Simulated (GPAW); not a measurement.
# TiTe2 (P-3m1) in GPAW: convergence with plane-wave cutoff (eV)

Aim: find how far plane-wave cutoff (eV) must go before the results for TiTe2 settle, at r2SCAN. This setting moves, with any that are tied to it; all else stays.

Program: GPAW 26.7.0. These are calculated values, not measurements. Logs are shortened: lines on timing, memory, paths and dates and some standing lists are left out, and cuts for length are marked. The log counts tension as positive stress, the text compression.

**1. The structure**

Symmetry: P-3m1, No. 164, trigonal system. Conventional cell: a = 3.777 Å, b = 3.777 Å, c = 6.498 Å, α = 90.00°, β = 90.00°, γ = 120.00°. Te (site symmetry 3m) has 3 Ti at 2.77 Å as nearest neighbours. Ti (site symmetry -3m) has 6 Te at 2.77 Å as nearest neighbours.

**2. With plane-wave cutoff (eV) 200**

run.py

```python
from ase import Atoms
from ase.dft.bandgap import bandgap
from ase.io import write
from ase.units import GPa
from gpaw import GPAW, PW

atoms = Atoms(['Te', 'Te', 'Ti'],
              cell=[[3.777, 0.0, 0.0],
                    [-1.8885, 3.2709779501, 0.0],
                    [0.0, 0.0, 6.498]],
              scaled_positions=[[0.3333333333, 0.6666666667, 0.7372],
                                [0.6666666667, 0.3333333333, 0.2628],
                                [0.0, 0.0, 0.0]],
              pbc=True)

calc = GPAW(mode=PW(200),
            xc='MGGA_X_R2SCAN+MGGA_C_R2SCAN',
            kpts={'size': (6, 6, 3), 'gamma': True},
            occupations={'name': 'fermi-dirac', 'width': 0.05},
            nbands=24,
            convergence={'density': 1e-05, 'energy': 1e-05},
            maxiter=100,
            txt='gpaw.txt')
atoms.calc = calc
energy = atoms.get_potential_energy()
forces = atoms.get_forces()
stress = atoms.get_stress()
calc.write('gs.gpw')
write('result.traj', atoms)
print(f'Energy: {energy:.6f} eV')
print('Forces (eV/A):')
print(forces.round(4))
print('Stress (GPa):', (stress / GPa).round(3))
print('Fermi level:', round(calc.get_fermi_level(), 4), 'eV')
print(f'Gap: {bandgap(calc)[0]:.4f} eV, direct: {bandgap(calc, direct=True)[0]:.4f} eV')
```

Potentials or basis: GPAW PAW data sets (gpaw-data 1.2.1), pw.

Command:

```sh
$ OMP_NUM_THREADS=1 python run.py
```

gpaw.txt:

```text
__  _  _
 | _ |_)|_||  |
 |__||  | ||/\| - 26.7.0

Input parameters:
  mode=PW(ecut=200.0),
  convergence={'density': 1e-05, 'energy': 1e-05},
  kpts=MonkhorstPack(size=(6, 6, 3), gamma=True),
  maxiter=100,
  nbands=24,
  occupations=Occupations(name='fermi-dirac', width=0.05),
  xc=XC(name='MGGA_X_R2SCAN+MGGA_C_R2SCAN')

Diagonalizing LCAO Hamiltonian
Converting LCAO to pw mode

        Te

            Te

       Ti

Atoms  # Å, Bohr magnetons
|   | symbol |         x |        y |        z |    initial magnetic moments |
|---|--------|-----------|----------|----------|-----------------------------|
| 0 |     Te | -0.000000 | 2.180652 | 4.790326 | ( 0.0000,  0.0000,  0.0000) |
| 1 |     Te |  1.888500 | 1.090326 | 1.707674 | ( 0.0000,  0.0000,  0.0000) |
| 2 |     Ti |  0.000000 | 0.000000 | 0.000000 | ( 0.0000,  0.0000,  0.0000) |

Unit cell  # Å
| periodic |         x |        y |        z |  lengths |     angles |
|----------|-----------|----------|----------|----------|------------|
|      yes |  3.777000 | 0.000000 | 0.000000 | 3.777000 |  90.000000 |
|      yes | -1.888500 | 3.270978 | 0.000000 | 3.777000 |  90.000000 |
|      yes |  0.000000 | 0.000000 | 6.498000 | 6.498000 | 120.000000 |

Number of symmetries: 12
Symmetry operations  # r_c * U_cc + t_c -> r_c
|    | kind |            matrix            |
|----|------|------------------------------|
|  0 |  σ   |  1, 1, 0,  0,-1, 0,  0, 0, 1 |
|  1 |  S6  |  1, 1, 0, -1, 0, 0,  0, 0,-1 |
|  2 |  E   |  1, 0, 0,  0, 1, 0,  0, 0, 1 |
|  3 |  C2  |  1, 0, 0, -1,-1, 0,  0, 0,-1 |
|  4 |  C2  |  0, 1, 0,  1, 0, 0,  0, 0,-1 |
|  5 |  C3  |  0, 1, 0, -1,-1, 0,  0, 0, 1 |
|  6 |  S6  |  0,-1, 0,  1, 1, 0,  0, 0,-1 |
|  7 |  σ   |  0,-1, 0, -1, 0, 0,  0, 0, 1 |
|  8 |  σ   | -1, 0, 0,  1, 1, 0,  0, 0, 1 |
|  9 |  i   | -1, 0, 0,  0,-1, 0,  0, 0,-1 |
| 10 |  C3  | -1,-1, 0,  1, 0, 0,  0, 0, 1 |
| 11 |  C2  | -1,-1, 0,  0, 1, 0,  0, 0,-1 |

BZ-sampling:
  Number of BZ points: 108
  Number of IBZ points: 17

  Monkhorst-Pack size: [6, 6, 3]
  Monkhorst-Pack shift: [0.08333333333333333, 0.08333333333333333, 0.0]

K-points  # in reciprocal-cell coordinates
|     |                                coordinates |     weight |
|-----|--------------------------------------------|------------|
|   0 | (  0.00000000,   0.00000000,   0.00000000) | 0.00925926 |
|   1 | (  0.00000000,   0.00000000,   0.33333333) | 0.01851852 |
|   2 | (  0.16666667,   0.00000000,  -0.33333333) | 0.05555556 |
|   3 | (  0.16666667,   0.00000000,   0.00000000) | 0.05555556 |
|   4 | (  0.16666667,   0.00000000,   0.33333333) | 0.05555556 |
|   5 | (  0.33333333,  -0.16666667,   0.00000000) | 0.05555556 |
|   6 | (  0.33333333,  -0.16666667,   0.33333333) | 0.11111111 |
|   7 | (  0.33333333,   0.00000000,  -0.33333333) | 0.05555556 |
|   8 | (  0.33333333,   0.00000000,   0.00000000) | 0.05555556 |
|   9 | (  0.33333333,   0.00000000,   0.33333333) | 0.05555556 |
| ... |                                            |            |
|  16 | (  0.50000000,   0.50000000,   0.33333333) | 0.05555556 |

Plane wave coefficients: 537
Cutoff: 200.0 eV

Spin-components: 1 (collinear spins)
Bands:           24
Projectors:      16
Spin-degeneracy: 2
Datatype:        complex128

Parallelization:
  kpt:    1
  domain: 1
  band:   1

Density:
  Valence electrons: 24.0
  Components: 1
  Grid points: [14 14 24]
  Charge: 0.0  # |e|

Potential:
  Grid points: [14 14 24]

species:
  Te:
    name:    Tellurium
    Z:       52.0
    valence: 6
    core:    46
    charge:  0.0  # [|e|]
    compensation charges:
      type: gauss
      rc: 0.36  # [Å]
      lmax: 2
    cutoffs:
      filter: 2.09  # [Å]
      core: 3.17  # [Å]
    projectors
    | kind |    occ | energy [eV] | rcut [Å] |
    |------|--------|-------------|----------|
    |   5s |  2.000 |     -15.089 |    1.180 |
    |   5p |  4.000 |      -5.955 |    1.196 |
    |    s |        |      12.123 |    1.180 |
    |    p |        |      21.256 |    1.196 |
    |    d |        |       0.000 |    1.238 |

    Using partial waves for Te as LCAO basis

  Ti:
    name:    Titanium
    Z:       22.0
    valence: 12
    core:    10
    charge:  0.0  # [|e|]
    compensation charges:
      type: gauss
      rc: 0.38  # [Å]
      lmax: 2
    cutoffs:
      filter: 2.23  # [Å]
      core: 1.02  # [Å]
    projectors
    | kind |    occ | energy [eV] | rcut [Å] |
    |------|--------|-------------|----------|
    |   3s |  2.000 |     -62.623 |    1.270 |
    |   4s |  2.000 |      -4.466 |    1.270 |
    |   3p |  6.000 |     -38.862 |    1.058 |
    |   4p |  0.000 |      -1.466 |    1.058 |
    |   3d |  2.000 |      -4.258 |    1.058 |
    |    d |        |      22.953 |    1.058 |

    Using partial waves for Ti as LCAO basis

Reference energy: -392805.381149  # eV

eigensolver:
  PPCG
  Converge bands: occupied
  niter=2

density mixing:
  MSR1-Mixer
  Pratt-step length: 0.05
  Maximum mixing coefficient: 0.75
  Old densities: 10
  SVD Regularization: 0.005
  Good broyden scale: 1.0
  Trust region scale: 1.0
  Backstep threshold: 4.0
  History deletion threshold: 6.0
  Fourier metric: weight=20.0, sigma=0.015

occupation numbers:
  Fermi-Dirac:
    width: 0.0500  # eV

poisson solver:
  ecut: 1600.0  # eV

xc functional:
  name: MGGA_X_R2SCAN+MGGA_C_R2SCAN with 2 nearest neighbor stencil

convergence criteria:
- Maximum integral of absolute [dens]ity change: 1e-05 electrons / valence electron
- Maximum [total energy] change in last 3 cyles: 1e-05 eV / valence electron
- Maximum integral of absolute [eigenst]ate change: 4e-08 eV^2 / valence electron
maximum number of iterations: 100

SCF iterations
|iter     | |      energy | eigst |  dens |
|---------|-|-------------|-------|-------|
|iter:   1| |  -55.261947 | -0.68 |       |
|iter:   2| |  -49.724254 | -1.80 | -1.21 |
|iter:   3| |-10795242.957781 | +7.00 | -1.19 |
|iter:   4| |  -75.873925 | +1.53 | +2.16 |
|iter:   5| |  -47.597145 | +0.96 | -0.16 |
|iter:   6| |  -49.846135 | -0.87 | -1.41 |
|iter:   7| |  -49.647679 | -2.66 | -1.21 |
|iter:   8| |  -49.597827 | -3.49 | -1.44 |
|iter:   9| |  -49.605878 | -4.02 | -2.03 |
|iter:  10| |  -49.606337 | -5.14 | -2.51 |
|iter:  11| |  -49.606336 | -5.59 | -2.72 |
|iter:  12| |  -49.606359c| -6.67 | -3.50 |
|iter:  13| |  -49.606357c| -7.66c| -3.52 |
|iter:  14| |  -49.606358c| -7.67c| -3.69 |
|iter:  15| |  -49.606358c| -7.55c| -4.67 |
|iter:  16| |  -49.606358c| -8.49c| -5.13c|

Converged in 16 steps
Energy contributions relative to reference atoms: (reference = -392805.381149)

Energy contributions:
  Kinetic:           0.779793
  Coulomb:          -1.876906
  Zero:              0.370826
  External:          0.000000
  Xc:              -48.873321
  Entropy:          -0.013499
  Spinorbit:         0.000000
  ----------------------------
  Free energy:     -49.613107
  Extrapolated:    -49.606358

dipole moment: (-6.080676, -10.532040, -20.922550)  # |e|*Ang

Fermi level: 6.686
Eigenvalues  # (at kpt = [0.000, 0.000, 0.000])
| band index |      eig [eV] | occ [0-2] |
|------------|---------------|-----------|
|          0 |       -53.668 |     2.000 |
|          1 |       -28.831 |     2.000 |
|          2 |       -28.831 |     2.000 |
|          3 |       -28.803 |     2.000 |
|          4 |        -6.330 |     2.000 |
|          5 |        -4.731 |     2.000 |
[... 9 lines left out ...]
|         15 |         9.753 |     0.000 |
|         16 |         9.753 |     0.000 |
|        ... |               |           |
|         23 |        17.613 |     0.000 |

No gap
No difference between direct/indirect transitions

Forces  # eV/Ang
|        x |       y |        z |
|----------|---------|----------|
|  0.00000 | 0.00000 |  0.23779 |  # Te   0
| -0.00000 | 0.00000 | -0.23779 |  # Te   1
|  0.00000 | 0.00000 |  0.00000 |  # Ti   2

Stress tensor  # eV/Ang^3
|         x |         y |        z |
|-----------|-----------|----------|
|  0.034331 | -0.000000 | 0.000000 |
| -0.000000 |  0.034331 | 0.000000 |
|  0.000000 |  0.000000 | 0.039668 |

# Writing to gs.gpw (mode='')
```

Run time: 25 s. Hardware: 1 thread of Arm Neoverse V1, shared host; peak memory 0.25 GiB.

What came out:

- Free energy: -49.6131 eV
- Pressure: -5.8 GPa
- Largest force: 0.238 eV/Å
- Band gap on the k mesh: none (metal or under the smearing width)

**3. With plane-wave cutoff (eV) 250**

run.py: that of step 2 with these lines changed.

```diff
@@ -15,3 +15,3 @@
 
-calc = GPAW(mode=PW(200),
+calc = GPAW(mode=PW(250),
             xc='MGGA_X_R2SCAN+MGGA_C_R2SCAN',
```

Potentials or basis: GPAW PAW data sets (gpaw-data 1.2.1), pw.

Command:

```sh
$ OMP_NUM_THREADS=1 python run.py
```

Run time: 23 s. Hardware: 1 thread of Arm Neoverse V1, shared host; peak memory 0.25 GiB.

Results:

```yaml
Free_energy: -50.0547 eV
Pressure: 0.1 GPa
Largest_force: 0.231 eV/Å
Band_gap_on_the_k_mesh: none (metal or under the smearing width)
```

**4. With plane-wave cutoff (eV) 300**

run.py: that of step 3 with these lines changed.

```diff
@@ -15,3 +15,3 @@
 
-calc = GPAW(mode=PW(250),
+calc = GPAW(mode=PW(300),
             xc='MGGA_X_R2SCAN+MGGA_C_R2SCAN',
```

Command:

```sh
$ OMP_NUM_THREADS=1 python run.py
```

Run time: 29 s. Hardware: 1 thread of Arm Neoverse V1, shared host; peak memory 0.26 GiB.

What came out:

| Quantity | Value |
| --- | --- |
| Free energy | -50.2160 eV |
| Pressure | -0.6 GPa |
| Largest force | 0.232 eV/Å |
| Band gap on the k mesh | none (metal or under the smearing width) |

**5. With plane-wave cutoff (eV) 350**

run.py: that of step 4 with these lines changed.

```diff
@@ -15,3 +15,3 @@
 
-calc = GPAW(mode=PW(300),
+calc = GPAW(mode=PW(350),
             xc='MGGA_X_R2SCAN+MGGA_C_R2SCAN',
```

Command:

```sh
$ OMP_NUM_THREADS=1 python run.py
```

It took 52 s on 1 thread of Arm Neoverse V1, shared host; peak memory 0.26 GiB.

Results:

```
Free energy            : -50.3883 eV
Pressure               : -0.5 GPa
Largest force          : 0.231 eV/Å
Band gap on the k mesh : none (metal or under the smearing width)
```

**6. With plane-wave cutoff (eV) 400**

run.py: that of step 5 with these lines changed.

```diff
@@ -15,3 +15,3 @@
 
-calc = GPAW(mode=PW(350),
+calc = GPAW(mode=PW(400),
             xc='MGGA_X_R2SCAN+MGGA_C_R2SCAN',
```

Potentials or basis: GPAW PAW data sets (gpaw-data 1.2.1), pw.

Command:

```sh
$ OMP_NUM_THREADS=1 python run.py
```

Run time: 54 s. Hardware: 1 thread of Arm Neoverse V1, shared host; peak memory 0.27 GiB.

Results:

```
Free energy            : -50.4894 eV
Pressure               : 0.2 GPa
Largest force          : 0.224 eV/Å
Band gap on the k mesh : none (metal or under the smearing width)
```

**7. With plane-wave cutoff (eV) 500**

run.py: that of step 6 with these lines changed.

```diff
@@ -15,3 +15,3 @@
 
-calc = GPAW(mode=PW(400),
+calc = GPAW(mode=PW(500),
             xc='MGGA_X_R2SCAN+MGGA_C_R2SCAN',
```

Command:

```sh
$ OMP_NUM_THREADS=1 python run.py
```

Run time: 58 s. Hardware: 1 thread of Arm Neoverse V1, shared host; peak memory 0.28 GiB.

It converged, with:

| Item | Value |
| --- | --- |
| Free energy | -50.5477 eV |
| Pressure | 0.6 GPa |
| Largest force | 0.235 eV/Å |
| Band gap on the k mesh | none (metal or under the smearing width) |

**8. With plane-wave cutoff (eV) 600**

run.py: that of step 7 with these lines changed.

```diff
@@ -15,3 +15,3 @@
 
-calc = GPAW(mode=PW(500),
+calc = GPAW(mode=PW(600),
             xc='MGGA_X_R2SCAN+MGGA_C_R2SCAN',
```

Command:

```sh
$ OMP_NUM_THREADS=1 python run.py
```

Run time: 1.7 min. Hardware: 1 thread of Arm Neoverse V1, shared host; peak memory 0.31 GiB.

The run converged. Its results:

- Free energy: -50.5745 eV
- Pressure: 0.6 GPa
- Largest force: 0.235 eV/Å
- Band gap on the k mesh: none (metal or under the smearing width)

**9. With plane-wave cutoff (eV) 800**

run.py: that of step 8 with these lines changed.

```diff
@@ -15,3 +15,3 @@
 
-calc = GPAW(mode=PW(600),
+calc = GPAW(mode=PW(800),
             xc='MGGA_X_R2SCAN+MGGA_C_R2SCAN',
```

Potentials or basis: GPAW PAW data sets (gpaw-data 1.2.1), pw.

Command:

```sh
$ OMP_NUM_THREADS=1 python run.py
```

It took 2 min on 1 thread of Arm Neoverse V1, shared host; peak memory 0.34 GiB.

Results (log left out):

```yaml
Free_energy: -50.6111 eV
Pressure: 0.7 GPa
Largest_force: 0.233 eV/Å
Band_gap_on_the_k_mesh: none (metal or under the smearing width)
```

**10. With plane-wave cutoff (eV) 1000**

run.py: that of step 9 with these lines changed.

```diff
@@ -15,3 +15,3 @@
 
-calc = GPAW(mode=PW(800),
+calc = GPAW(mode=PW(1000),
             xc='MGGA_X_R2SCAN+MGGA_C_R2SCAN',
```

Command:

```sh
$ OMP_NUM_THREADS=1 python run.py
```

Wall time 3 min (1 thread of Arm Neoverse V1, shared host); peak memory 0.38 GiB.

The run converged. Its results:

| Property | Result |
| --- | --- |
| Free energy | -50.6200 eV |
| Pressure | 0.8 GPa |
| Largest force | 0.233 eV/Å |
| Band gap on the k mesh | none (metal or under the smearing width) |

**11. The series at a glance**

| plane-wave cutoff (eV) | energy less the tightest run, at zero smearing (meV/atom) | pressure (GPa) | largest force (eV/Å) | SCF cycles | CPU time (s) | peak memory (GiB) |
| --- | --- | --- | --- | --- | --- | --- |
| 200 | 335.71 | -5.79 | 0.238 | 16 | 25 | 0.25 |
| 250 | 188.45 | 0.05 | 0.231 | 14 | 23 | 0.25 |
| 300 | 134.68 | -0.60 | 0.232 | 14 | 29 | 0.26 |
| 350 | 77.24 | -0.45 | 0.231 | 14 | 52 | 0.26 |
| 400 | 43.54 | 0.16 | 0.224 | 14 | 54 | 0.27 |
| 500 | 24.10 | 0.65 | 0.235 | 14 | 58 | 0.28 |
| 600 | 15.19 | 0.61 | 0.235 | 14 | 100 | 0.31 |
| 800 | 2.97 | 0.73 | 0.233 | 14 | 120 | 0.34 |
| 1000 | 0.00 | 0.81 | 0.233 | 14 | 180 | 0.38 |

Against the tightest run, the pressure stays within 0.1 GPa from 800 on; the largest force stays within 0.005 eV/Å from 500 on. Not settled before the last step: the energy (to 1 meV/atom). The tightest run that finished is the yardstick and may itself not be fully converged.

Caveats: the PAW data sets were made with another functional, which shifts forces and pressure a little.
